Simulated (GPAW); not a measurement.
Crystal: CuI (Marshite).

```
CELL_PARAMETERS angstrom
0.00000 3.03150 3.03150
3.03150 0.00000 3.03150
3.03150 3.03150 0.00000
ATOMIC_POSITIONS crystal
I 0.00000 0.00000 0.00000
Cu 0.75000 0.75000 0.75000
```

* Program: GPAW 26.7.0
* Task: relaxation of cell and atoms
* Functional: PBEsol
* Potentials or basis: PAW data sets generated in the run's folder for this functional
* Cutoff: 600 eV
* Basis: pw
* k mesh: 8 × 8 × 8
* Occupations: fermi-dirac, width 0.05 eV
* Spin: no spin polarisation

At the start: pressure -1.9 GPa; volume 27.86 Å³/atom.

Problem. How do energy, volume and symmetry change on relaxing?

Solution. Over 4 steps the energy falls by 7.2 meV/atom and the volume is 26.65 Å³/atom (-4.4 %); space group F-43m (No. 216, to 0.05 Å).

The path:
```csv
step,energy change (eV),largest force (eV/Å),pressure (GPa),volume (Å³)
1,0.0000,0.0000,-1.93,55.72
2,-0.0043,0.0000,-1.65,55.32
3,-0.0143,0.0000,0.14,53.13
4,-0.0145,0.0000,-0.01,53.29
```

Final structure:
```
I Cu
1.0
     0.00000    2.98683    2.98683
     2.98683    0.00000    2.98683
     2.98683    2.98683    0.00000
I Cu
1 1
Direct
  0.00000 0.00000 0.00000
  0.75000 0.75000 0.75000
```

Caveat: with this Cu data set, volumes or pressures lay over 1.5 % or 2 GPa off other programs in two to four cells of ten; later steps reuse the first step's grids.
